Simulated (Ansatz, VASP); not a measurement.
# Cross-check of GaAs between VASP and Ansatz

One calculation is typed for both programs; each brings its own data sets. How far apart do they land? Of the first pair: The structure shown is the end of the Ansatz relaxation below.

Main program and level: Ansatz 0.2.0; plane waves, with VASP 6.6.1 beside it; LDA.

## Step 1: Starting point

The structure is tetragonal, space group I-4m2 (No. 119). The conventional cell has a = 3.938 Å, b = 3.938 Å, c = 5.715 Å, α = 90.00°, β = 90.00°, γ = 90.00°. Nearest to Ga lie 4 As at 2.43 Å. Nearest to As lie 4 Ga at 2.43 Å. Farther neighbours are not listed.

## Step 2: Ansatz: relaxation, LDA

Ansatz runs on its PAW soft_1 files.

This run makes the geometry at which the two programs are then compared.

input.yaml

```yaml
crystal:
  lattice:
    - [0.0, 2.7931359558, 2.857720058]
    - [2.7931359558, 0.0, 2.857720058]
    - [2.7931359558, 2.7931359558, 0.0]
  atoms:
    - { symbol: Ga, position: [0.0, 0.0, 0.0] }
    - { symbol: As, position: [0.75, 0.75, 0.75] }
  conventional_axes: [[-1, 1, 1], [1, -1, 1], [1, 1, -1]]
kpoints:
  mp_grid: { grid: [20, 20, 20] }
hamiltonian:
  xc: lda
  pseudopotentials: { kind: paw, azcp: { folder: soft_1 }, xc_functional: pbe }
scf:
  occupations: { method: gaussian, width: 0.02 }
output:
  forces: true
  stress: true
  eigenvalues: true
relax:
  adjacent_minimum: "off"
  f_tol: 0.001
  max_steps: 60
  cell: { stress_tol: 0.01, fix: [c, angles] }
```

Started as:

```
$ ansatz run input.yaml --threads 4 --pin off --max-ram 10240MiB --backend cpu --events-out ev --progress --plain --runs-dir out
```

Numbers of over 12 decimals in the logs are rounded to 6 here.

Output:

```text
Engine: ansatz 0.2.0, aarch64-unknown-linux-gnu
Pseudopotentials: kind: paw
Pseudopotential: Ga, paw, valence charge 13, recommended cutoff 420 eV (normal), soft_1/Ga.paw.azcp
Pseudopotential: As, paw, valence charge 15, recommended cutoff 420 eV (normal), soft_1/As.paw.azcp
Functional definition: SPW92
  exchange = slater_x
  correlation = pw_c
Crystal: 2 atoms, lattice volume = 44.590 Å³
Basis set: ecut = 420 eV, 885 PW (Γ)
Bands: 18, of which v1, the nominal top of the filled ones, is band 14 counted from 1 (13 counted from 0)
Symmetry: 8 space group operations
Space group: I-4m2 (ITA 119), of the structure as read, at distance tolerance 3.5e-5 Å
k-points: 641 of 8000 (time reversal used)
Non-local potential: Ga, projectors of the file, l = 0: 2, l = 1: 2, l = 2: 3, l = 3: 1
Non-local potential: As, projectors of the file, l = 0: 2, l = 1: 2, l = 2: 3, l = 3: 1
PAW form: soft (Blöchl's): semilocal exchange-correlation on the pseudo side does not see the compensation charge
PAW frozen core: Ga, regenerated for the run's functional, and the local potential with it (the file was generated under x = pbe(κ = 0.804, μ = 0.219515), c = pbe(β = 0.066725))
PAW frozen core: As, regenerated for the run's functional, and the local potential with it (the file was generated under x = pbe(κ = 0.804, μ = 0.219515), c = pbe(β = 0.066725))
PAW one-centre angular grid: Ga, 590 points (default); XC on 64 Gauss nodes
PAW one-centre angular grid: As, 590 points (default); XC on 64 Gauss nodes
Initial density: superposition of atomic densities (chi_scale 0.1, normalization cell, long waves kept (reshape's long-wave potential 0.00 eV rms))
Initial wavefunctions: pseudopotential atomic-orbital guess
Functional: x = slater, c = lda
SCF iter   1: F=—  HF=-8481.454241 eV  |F-HF|=—  |Δ(HF+E_count)|=         —  Δρ=4.20e-2  dr2=4.91e-1  ethr=3.10e-3  ⟨swp⟩=5.9  Hψ=56209  notcnv=0
preconditioner: auto → none  [insulator: Δε(μ)=0.407 eV  Ē_g=15.813 eV  σ=0.020 eV  W_gap=1.00  n_scr=14 (ndim 8)  ℏωp=23.6 eV  f_vac=0.000  D(μ)=0.00/eV (n_scr^D=0)  ε∞_Penn≈3.2]
SCF iter   2: F=—  HF=-8481.327012 eV  |F-HF|=—  |Δ(HF+E_count)|=   1.27e-1  Δρ=1.73e-2  dr2=7.76e-2  ethr=1.75e-3  ⟨swp⟩=2.0  Hψ=19230  notcnv=0
SCF iter   3: F=—  HF=-8481.308149 eV  |F-HF|=—  |Δ(HF+E_count)|=   1.89e-2  Δρ=5.60e-3  dr2=6.99e-3  ethr=2.77e-4  ⟨swp⟩=2.1  Hψ=19997  notcnv=0
SCF iter   4: F=—  HF=-8481.302467 eV  |F-HF|=—  |Δ(HF+E_count)|=   5.68e-3  Δρ=1.03e-3  dr2=1.71e-4  ethr=2.49e-5  ⟨swp⟩=2.3  Hψ=20157  notcnv=0
SCF iter   5: F=—  HF=-8481.302478 eV  |F-HF|=—  |Δ(HF+E_count)|=   1.04e-5  Δρ=2.07e-4  dr2=2.01e-5  ethr=6.12e-7  ⟨swp⟩=2.0  Hψ=20512  notcnv=0
SCF iter   6: F=—  HF=-8481.302470 eV  |F-HF|=—  |Δ(HF+E_count)|=   7.17e-6  Δρ=6.23e-5  dr2=1.00e-6  ethr=7.18e-8  ⟨swp⟩=2.0  Hψ=20512  notcnv=0
SCF iter   7: F=—  HF=-8481.302470 eV  |F-HF|=—  |Δ(HF+E_count)|=   2.80e-7  Δρ=1.53e-5  dr2=4.09e-8  ethr=3.57e-10  ⟨swp⟩=6.2  Hψ=61421  notcnv=0
SCF iter   8: F=-8481.302470 eV  HF=-8481.302470 eV  |F-HF|=5.32e-9  |Δ(HF+E_count)|=   1.94e-8  Δρ=3.47e-6  dr2=2.44e-9  ethr=1.46e-10  ⟨swp⟩=5.0  Hψ=46676  notcnv=0
SCF 1 converged in 8 iterations: F = -8481.302470 eV  dr2 = 2.44e-9
  greatest PAW one-centre occupation: 0.999 electrons in one spin orbital (limit 2), on the As atom at site 1 (counted from 0), in its partial waves of l = 2
relax step   1: F+E_penalty+E_count = -8481.30247003 eV  Δ(F+E_penalty+E_count) = +0.000e0 eV  max|allowed force component| = 6.505e-18 eV/Å  Δτ_max = 0.0000 Å  P = -0.988 GPa  Ω = 44.590 Å³  fix = [c, alpha, beta, gamma]  reactions: c -1.997 GPa  (8 SCF iters, dr2 threshold 1.00e-7 eV, accepted)
[...]
relax step   2: F+E_penalty+E_count = -8481.30289370 eV  Δ(F+E_penalty+E_count) = -4.237e-4 eV  max|allowed force component| = 5.204e-18 eV/Å  Δτ_max = 0.0000 Å  P = -0.641 GPa  Ω = 44.369 Å³  energy of the carried Pulay correction = +3.560e-5 eV  fix = [c, alpha, beta, gamma]  reactions: c -1.766 GPa  (4 SCF iters, dr2 threshold 2.00e-7 eV, accepted)
[...]
relax step   3: F+E_penalty+E_count = -8481.30291077 eV  Δ(F+E_penalty+E_count) = -1.707e-5 eV  max|allowed force component| = 6.072e-18 eV/Å  Δτ_max = 0.0000 Å  P = -0.573 GPa  Ω = 44.327 Å³  energy of the carried Pulay correction = +4.244e-5 eV  fix = [c, alpha, beta, gamma]  reactions: c -1.721 GPa  (3 SCF iters, dr2 threshold 1.52e-8 eV, accepted)
[...]
relax step   4: F+E_penalty+E_count = -8481.30286844 eV  Δ(F+E_penalty+E_count) = +4.233e-5 eV  max|allowed force component| = 5.204e-18 eV/Å  Δτ_max = 0.0000 Å  P = -0.573 GPa  Ω = 44.327 Å³  fix = [c, alpha, beta, gamma]  reactions: c -1.721 GPa  stress off target by 6.04e-4 GPa on what of the cell is left free  SCF on the basis re-selected at this cell (its energy is not comparable with the rows above)  (6 SCF iters)
basis re-selected at this cell: Δ(F+E_penalty+E_count) = +4.233e-5 eV, ΔP = -0.000 GPa vs the last step (what re-selecting the basis moved, of the pressure what is left beyond the Pulay correction that the steps carried, after the strain that the cell walked since its last selection, with what the two solves' SCF thresholds leave and, on support functions, any second-order correction that the steps lacked; it is no m [...]
SCF converged after 6 iterations
Free energy (F): -8481.302868 eV
Harris-Foulkes:  -8481.302868 eV  (|F-HF|=1.82e-12)
Internal energy: -8481.302868 eV  (E = F + TS)
E sigma→0 (E₀):  -8481.302868 eV
Fermi energy:    8.104906 eV
--- Per-component energies (eV) ---
  E_band       = -325.054827
  E_kinetic    = 211.104135
  E_local      = -3638.974402  (includes V_loc(G=0)·N_el)
  E_nonlocal   = -481.142311
  E_hartree    = 2121.342288
  E_xc         = -133.774432
  E_vxc        = -131.040525  (∫ρ·V_xc dr)
  E_paw        = -3847.471683  (= ΣΔE_a)
  E_vpaw       = -527.686068  (= ΣTr[D̂ρ^β])
  E_aug_tail   = -0.000229  (compensation charges beyond the density's cutoff)
  E_ewald      = -2716.189944
  E_core_change = 3.803710  (= ΣΔE_core)
  E_smearing   = -0.000000  (= −TS)
  E_closure    = 0.000000  (closes the sum)
  Σ components = -8481.302868   (vs F -8481.302868, Δ=0.00e0)
--- Forces (eV/Å), atoms counted from 1 ---
  atom   1  Ga    -0.00000000     0.00000000     0.00000000
  atom   2  As     0.00000000     0.00000000     0.00000000
  max |Σ_I F_I| component: 2.08e-17 eV/Å
--- Stress (GPa, compression-positive) ---
        0.000604       0.000000      -0.000000
        0.000000       0.000604      -0.000000
       -0.000000      -0.000000      -1.721318
  P = ⅓ Tr σ = -0.5734 GPa (-5.734 kbar)
--- Band table (eV; the first three rows and the last of 641) ---
  k-point 0: bands = [... 10 lower, -5.0523, 7.7609, 7.9175, 7.9175, 8.2916, 11.5414, 11.5414, 11.6118]
  k-point 1: bands = [... 10 lower, -5.0219, 7.1893, 7.7716, 7.8751, 8.8314, 11.5741, 11.6072, 11.6819]
  k-point 2: bands = [... 10 lower, -4.9317, 6.2969, 7.6429, 7.7602, 9.2874, 11.7412, 11.7859, 11.8920]
  k-point 640: bands = [... 10 lower, -2.5456, 0.8038, 5.2337, 5.2337, 9.2953, 9.5819, 18.0582, 18.0582]
--- Relaxed structure (3 steps of the walk, 3 accepted, 1 SCFs on fresh bases) ---
  F+E_penalty+E_count = -8481.30286844 eV   max|allowed force component| = 5.204e-18 eV/Å   (the final SCF, on the basis selected at the relaxed cell)
  cell:  # Å, volume = 44.3268 Å³
    - [0, 2.784892, 2.857720058]
    - [2.784892, 0, 2.857720058]
    - [2.784892, 2.784892, 0]
  atoms:
    - { symbol: Ga, position: [0, 0, 0] }
    - { symbol: As, position: [0.75, 0.75, 0.750000] }
```

## Step 3: VASP: single point, LDA, cell relaxed in part, pair 1

The same cell, functional (in two slightly different forms), mesh and smearing now go to VASP, with its own data sets.

Lines of VASP's logs that name or quote its potential files are left out, and so is its time.

INCAR

```
SYSTEM = GaAs
PREC = Accurate
ENCUT = 500
EDIFF = 1E-06
NELM = 120
ISMEAR = 0
SIGMA = 0.02
LREAL = .FALSE.
ALGO = Normal
GGA = PW92
NBANDS = 15
LORBIT = 11
LWAVE = .FALSE.
LCHARG = .FALSE.
ISIF = 2
LASPH = .TRUE.
GGA_COMPAT = .FALSE.
EFERMI = MIDGAP
KPAR = 2
```

POSCAR

```
GaAs
1.0
    0.0000000000      2.7848920654      2.8577200580
    2.7848920654      0.0000000000      2.8577200580
    2.7848920654      2.7848920654      0.0000000000
Ga As
1 1
Direct
    0.0000000000      0.0000000000      0.0000000000
    0.7500000000      0.7500000000      0.7500000000
```

KPOINTS

```
Automatic mesh
0
Gamma
20 20 20
0 0 0
```

PAW data sets: Ga_d and As (LDA family, release 64).

Started as:

```
$ mpirun -np 2 vasp_std
```

Output:

```text
[banner, memory and clock lines left out]
running    2 mpi-ranks, on    1 nodes
 distrk:  each k-point on    1 cores,    2 groups
 distr:  one band on    1 cores,    1 groups

 POSCAR found type information on POSCAR GaAs
 POSCAR found :  2 types and       2 ions
|                                                                             |
|               ----> ADVICE to this user running VASP <----                  |
|                                                                             |
|     You enforced a specific xc type in the INCAR file but a different       |
|     [... a line on the potential file left out ...]
|     I HOPE YOU KNOW WHAT YOU ARE DOING!                                     |
|                                                                             |

 LDA part: xc-table for (Slater(with rela. corr.)+PW92), standard interpolation
 POSCAR, INCAR and KPOINTS ok, starting setup
 FFT: planning ... GRIDC
 FFT: planning ... GRID_SOFT
 FFT: planning ... GRID
 WAVECAR not read
 entering main loop
       N       E                     dE             d eps       ncg     rms          rms(c)
DAV:   1     0.814304901793E+02    0.81430E+02   -0.89053E+03 19713   0.162E+03
DAV:   2    -0.335000291382E+01   -0.84780E+02   -0.81116E+02 21729   0.315E+02
DAV:   3    -0.976295073935E+01   -0.64129E+01   -0.63873E+01 23584   0.693E+01
DAV:   4    -0.986393190958E+01   -0.10098E+00   -0.10096E+00 23030   0.970E+00
DAV:   5    -0.986545228173E+01   -0.15204E-02   -0.15203E-02 24629   0.106E+00    0.304E+00
DAV:   6    -0.967817327505E+01    0.18728E+00   -0.23009E-01 29972   0.874E+00    0.178E+00
DAV:   7    -0.963624899114E+01    0.41924E-01   -0.66325E-02 27363   0.199E+00    0.525E-01
DAV:   8    -0.963305436856E+01    0.31946E-02   -0.90047E-03 24585   0.110E+00    0.107E-01
DAV:   9    -0.963302494606E+01    0.29423E-04   -0.71041E-04 23740   0.340E-01    0.417E-02
DAV:  10    -0.963302977705E+01   -0.48310E-05   -0.40456E-05 29967   0.685E-02    0.218E-02
DAV:  11    -0.963303452937E+01   -0.47523E-05   -0.65857E-06 22387   0.403E-02    0.238E-03
DAV:  12    -0.963303441153E+01    0.11784E-06   -0.40730E-07 15474   0.992E-03
   1 F= -.96330344E+01 E0= -.96330344E+01  d E =-.299349E-52
```

Parts of OUTCAR (step 3):

```text
ion  position               nearest neighbor table
   1  0.000  0.000  0.000-   2 2.43   2 2.43   2 2.43   2 2.43
   2  0.750  0.750  0.750-   1 2.43   1 2.43   1 2.43   1 2.43

  LATTYP: Found a body centered tetragonal cell.
 ALAT       =     3.9384321286
 C/A-ratio  =     1.4511968035

 Subroutine GETGRP returns: Found  8 space group operations
 (whereof  8 operations were pure point group operations)

The static configuration has the point symmetry D_2d.

 Found    641 irreducible k-points:

   k-points           NKPTS =    641   k-points in BZ     NKDIM =    641   number of bands    NBANDS=     15

   dimension x,y,z NGX =    30 NGY =   30 NGZ =   30
   dimension x,y,z NGXF=    60 NGYF=   60 NGZF=   60

   ENCUT  =  500.0 eV  36.75 Ry    6.06 a.u.   7.28  7.28  7.18*2*pi/ulx,y,z

   NELECT =      18.0000    total number of electrons

 k-points in reciprocal lattice and weights: Automatic mesh
   0.00000000  0.00000000  0.00000000       0.000
   0.05000000 -0.00000000  0.00000000       0.001
   0.10000000 -0.00000000  0.00000000       0.001
   0.15000000  0.00000000  0.00000000       0.001
   0.20000000 -0.00000000  0.00000000       0.001
   0.25000000  0.00000000  0.00000000       0.001
   0.30000000  0.00000000  0.00000000       0.001
   0.35000000  0.00000000  0.00000000       0.001
   0.40000000  0.00000000  0.00000000       0.001
[...]
-0.30000000  0.20000000  0.50000000       0.001
  -0.25000000  0.25000000  0.50000000       0.000

 average (electrostatic) potential at core
       1 -67.3739       2 -53.6294

 E-fermi :   4.2478

 k-point     1 :       0.0000    0.0000    0.0000
  band No.  band energies     occupation
    ...
      5     -10.8974      2.00000
      6      -8.9137      2.00000
      7       3.8826      2.00000
      8       4.0394      2.00000
      9       4.0394      2.00000
     10       4.4562      0.00000
     11       7.6497      0.00000
     12       7.6497      0.00000
     13       7.7203      0.00000
     14      11.3962      0.00000
    ...

 k-point     2 :       0.0500   -0.0000    0.0000
  band No.  band energies     occupation
    ...
      5     -10.8974      2.00000
      6      -8.8834      2.00000
      7       3.3236      2.00000
      8       3.8936      2.00000
      9       3.9969      2.00000
     10       4.9822      0.00000
     11       7.6835      0.00000
     12       7.7156      0.00000
     13       7.7907      0.00000
     14      11.5817      0.00000
    ...

 k-point     3 :       0.1000   -0.0000    0.0000
  band No.  band energies     occupation
    ...
      5     -10.8974      2.00000
      6      -8.7932      2.00000
      7       2.4311      2.00000
      8       3.7642      2.00000
      9       3.8816      2.00000
     10       5.4344      0.00000
     11       7.8533      0.00000
     12       7.8946      0.00000
     13       8.0033      0.00000
     14      12.0679      0.00000
    ...

  Total        0.0710555      0.0710555     -0.4038152      0.0000000     -0.0000000     -0.0000000
  in kB        2.5682779      2.5682779    -14.5957645      0.0000000     -0.0000000     -0.0000000
  external PRESSURE =      -3.1530696 kB  Pullay stress =       0.0000000 kB

  energy-cutoff  :      500.00
  volume of cell :       44.33
      direct lattice vectors                 reciprocal lattice vectors
     0.000000000  2.784892065  2.857720058    -0.179540172  0.179540172  0.174964654
     2.784892065  0.000000000  2.857720058     0.179540172 -0.179540172  0.174964654
     2.784892065  2.784892065  0.000000000     0.179540172  0.179540172 -0.174964654

 POSITION                                       TOTAL-FORCE (eV/Angst)
 -----------------------------------------------------------------------------------
      0.00000      0.00000      0.00000         0.000000      0.000000     -0.000000
      4.17734      4.17734      4.28658        -0.000000     -0.000000      0.000000
 -----------------------------------------------------------------------------------
    total drift:                                0.000001      0.000001     -0.000000

  FREE ENERGIE OF THE ION-ELECTRON SYSTEM (eV)
  ---------------------------------------------------
  free  energy   TOTEN  =        -9.6330344115 eV

  energy  without entropy=       -9.6330344115  energy(sigma->0) =       -9.63303441

 total charge
# of ion       s       p       d       tot
------------------------------------------
    1        0.896   0.824   9.997  11.716
    2        1.217   1.606   0.032   2.856
--------------------------------------------------
tot          2.113   2.430  10.029  14.572

[... 3 further parts left out ...]
```

The gap is read on the k-mesh alone, so it is an upper bound where the band edges lie off the mesh.

## Step 4: Side by side

Known differences besides the potentials themselves: the data sets hold 28 valence electrons in Ansatz (on its PAW soft_1 files) and 18 in VASP; the cutoff is 420 eV in Ansatz and 500 eV in VASP; VASP's log shows a relativistic correction to its local exchange, Ansatz's none; Ansatz's pressure holds a Pulay correction, VASP's none. Total energies have different zeros and are not compared.

Both answers:

```
              quantity  Ansatz   VASP  difference
        pressure (GPa)   -0.57  -0.32       -0.26
gap on the k mesh (eV)   0.374  0.417      -0.043
```

A gap on the mesh is an upper bound, since the band edges may lie between its points.

## Step 5: Ansatz: relaxation, LDA

This run makes the geometry at which the two programs are then compared. The cell compared in this pair holds 44.51 Å³, against 44.33 Å³ for the pair before.

The structure compared here is the end of the Ansatz relaxation.

Changes to input.yaml since step 2:

```diff
@@ -2,5 +2,5 @@
   lattice:
-    - [0.0, 2.7931359558, 2.857720058]
-    - [2.7931359558, 0.0, 2.857720058]
-    - [2.7931359558, 2.7931359558, 0.0]
+    - [0.0, 2.7848920654, 2.8857369213]
+    - [2.7848920654, 0.0, 2.8857369213]
+    - [2.7848920654, 2.7848920654, 0.0]
   atoms:
```

Started as:

```
$ ansatz run input.yaml --threads 4 --pin off --max-ram 10240MiB --backend cpu --events-out ev --progress --plain --runs-dir out
```

Output:

```text
[...]
Crystal: 2 atoms, lattice volume = 44.761 Å³
Basis set: ecut = 420 eV, 901 PW (Γ)
Bands: 18, of which v1, the nominal top of the filled ones, is band 14 counted from 1 (13 counted from 0)
Symmetry: 8 space group operations
[...]
k-points: 641 of 8000 (time reversal used)
[...]
k-point 640: bands = [... 10 lower, -2.6199, 0.7191, 5.2526, 5.2526, 9.3039, 9.6099, 17.9627, 17.9627]
--- Relaxed structure (3 steps of the walk, 3 accepted, 1 SCFs on fresh bases) ---
[...]
cell:  # Å, volume = 44.5074 Å³
    - [0, 2.776980, 2.8857369213]
    - [2.776980, 0, 2.8857369213]
    - [2.776980, 2.776980, 0]
  atoms:
    - { symbol: Ga, position: [0, 0, 0] }
    - { symbol: As, position: [0.750000, 0.750000, 0.750000] }
[key lines of the parts left out:]
SCF converged after 5 iterations
Free energy (F): -8481.297009 eV
Fermi energy:    8.044785 eV
P = ⅓ Tr σ = -0.8712 GPa (-8.712 kbar)
```

## Step 6: VASP: single point, LDA, cell relaxed in part, pair 2

The same cell, functional (in two slightly different forms), mesh and smearing now go to VASP, with its own data sets.

INCAR is that of step 3.

POSCAR

```
GaAs
1.0
    0.0000000000      2.7769799620      2.8857369213
    2.7769799620      0.0000000000      2.8857369213
    2.7769799620      2.7769799620      0.0000000000
Ga As
1 1
Direct
    0.0000000000      0.0000000000      0.0000000000
    0.7500000000      0.7500000000      0.7500000000
```

KPOINTS is that of step 3.

Started as:

```
$ mpirun -np 2 vasp_std
```

Output:

```text
[banner, memory and clock lines left out]
running    2 mpi-ranks, on    1 nodes
[...]
[... a notice as in an earlier step ...]

 LDA part: xc-table for (Slater(with rela. corr.)+PW92), standard interpolation
 POSCAR, INCAR and KPOINTS ok, starting setup
[...]
entering main loop
       N       E                     dE             d eps       ncg     rms          rms(c)
DAV:   1     0.808444387562E+02    0.80844E+02   -0.88612E+03 19652   0.161E+03
DAV:   2    -0.338476987754E+01   -0.84229E+02   -0.80630E+02 21687   0.312E+02
DAV:   3    -0.975740614114E+01   -0.63726E+01   -0.63478E+01 23423   0.690E+01
DAV:   4    -0.985710742945E+01   -0.99701E-01   -0.99681E-01 23222   0.958E+00
[...]
DAV:  10    -0.962751190602E+01   -0.49155E-05   -0.40087E-05 29799   0.676E-02    0.218E-02
DAV:  11    -0.962751664524E+01   -0.47392E-05   -0.65785E-06 22499   0.403E-02    0.235E-03
DAV:  12    -0.962751652676E+01    0.11848E-06   -0.40817E-07 15432   0.993E-03
   1 F= -.96275165E+01 E0= -.96275165E+01  d E =-.662458E-39
```

OUTCAR, selected parts (step 6):

```text
  Total        0.0693920      0.0693920     -0.6550795      0.0000000     -0.0000000      0.0000000
  in kB        2.4979731      2.4979731    -23.5815506      0.0000000     -0.0000000      0.0000000
  external PRESSURE =      -6.1952014 kB  Pullay stress =       0.0000000 kB

 POSITION                                       TOTAL-FORCE (eV/Angst)
 -----------------------------------------------------------------------------------
      0.00000      0.00000      0.00000         0.000000      0.000000      0.000000
      4.16547      4.16547      4.32861        -0.000000     -0.000000     -0.000000
 -----------------------------------------------------------------------------------
    total drift:                                0.000000      0.000000      0.000001

  FREE ENERGIE OF THE ION-ELECTRON SYSTEM (eV)
  ---------------------------------------------------
  free  energy   TOTEN  =        -9.6275165268 eV

  energy  without entropy=       -9.6275165268  energy(sigma->0) =       -9.62751653

[... 1 part as in an earlier step ...]

[... 2 further parts left out ...]
[key lines of the parts left out:]
E-fermi :   4.2029
```

The run ends at a pressure of -0.62 GPa.

[end of part 1 of 2]

[Lines on the potential files, build, host, timing and source positions are cut from VASP's logs without a mark.]

[Logs are printed without paths, hosts, clocks, repeated set-up lines and the standing remarks that a program may print on its own settings, such as how far it seeks lower states.]

[Hosts, paths, dates, database ids (printed as entryN), source tags and the programs' standing remarks are cut or masked in the printed files.]
